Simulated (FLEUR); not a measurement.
Runs of FLEUR MaX-R8.1 (later development tree) on ZnS. Symmetry: F-43m, No. 216, cubic system. Conventional cell: a = 5.404 Å, b = 5.404 Å, c = 5.404 Å, α = 90.00°, β = 90.00°, γ = 90.00°. Zn (site symmetry -43m) has 4 S at 2.34 Å as nearest neighbours. S (site symmetry -43m) has 4 Zn at 2.34 Å as nearest neighbours. 

```csv
task,level,smearing,gmax,muffin-tin radii,lnonsphr,max iterations,mixing factor,kmax,gap on the mesh (eV),V0 of scaled cells (Å³/atom),B0 (GPa)
band structure,r2SCAN,fermi-dirac 0.05 eV,15.8 1/bohr,"Zn 2.18, S 1.92 bohr","Zn 9, S 8",80,0.05,5.1 1/bohr,(b),-,-
equation of state,PBEsol,fermi-dirac 0.05 eV,16.3 1/bohr,"Zn 2.11, S 1.86 bohr",-,-,-,5.27 1/bohr,-,19.21,79
single point,PBEsol,fermi-dirac 0.05 eV,16.3 1/bohr,"Zn 2.11, S 1.86 bohr","Zn 9, S 8",60,0.05,5.27 1/bohr,1.98,-,-
equation of state,r2SCAN,fermi-dirac 0.05 eV,16.3 1/bohr,"Zn 2.11, S 1.86 bohr","Zn 9, S 8",-,-,5.27 1/bohr,-,19.58,78
single point,PBE,gaussian 0.018 eV,15.8 1/bohr,"Zn 2.18, S 1.92 bohr",-,60,0.05,5.1 1/bohr,2.11,-,-
equation of state,PBE,fermi-dirac 0.05 eV,16.3 1/bohr,"Zn 2.11, S 1.86 bohr",-,-,-,5.27 1/bohr,-,20.17,69
single point,WC,gaussian 0.02 eV,13.4 1/bohr,"Zn 2.18, S 1.92 bohr",-,60,0.05,4.32 1/bohr,1.94,-,-
equation of state,PBEsol,fermi-dirac 0.05 eV,16.3 1/bohr,"Zn 2.11, S 1.86 bohr","Zn 9, S 8",-,-,5.27 1/bohr,-,19.21,79
single point,PBE,fermi-dirac 0.05 eV,16.3 1/bohr,"Zn 2.11, S 1.86 bohr",-,60,0.05,5.27 1/bohr,2.11,-,-
band structure,PBEsol,fermi-dirac 0.05 eV,15.8 1/bohr,"Zn 2.18, S 1.92 bohr",-,60,0.05,5.1 1/bohr,1.98,-,-
band structure,RPBE,fermi-dirac 0.05 eV,15.8 1/bohr,"Zn 2.18, S 1.92 bohr",-,60,0.05,5.1 1/bohr,(a),-,-
band structure,LDA,fermi-dirac 0.05 eV,15.8 1/bohr,"Zn 2.18, S 1.92 bohr","Zn 9, S 8",60,0.05,5.1 1/bohr,(c),-,-
```

Alike in all rows: potentials or basis all-electron, FLAPW; no spin polarisation; cell as given; k mesh 9 × 9 × 9.

Task: Fill in the values left out.

Result: (a) 2.48; (b) 2.68; (c) 1.86.

Caveats: an odd mesh through Γ misses points on the zone boundary, where band edges often lie (some runs); the meta-GGA is that of a development version, with a GGA for the radial functions and cores and without core tails (some runs).

Not every run made on this cell is shown here.
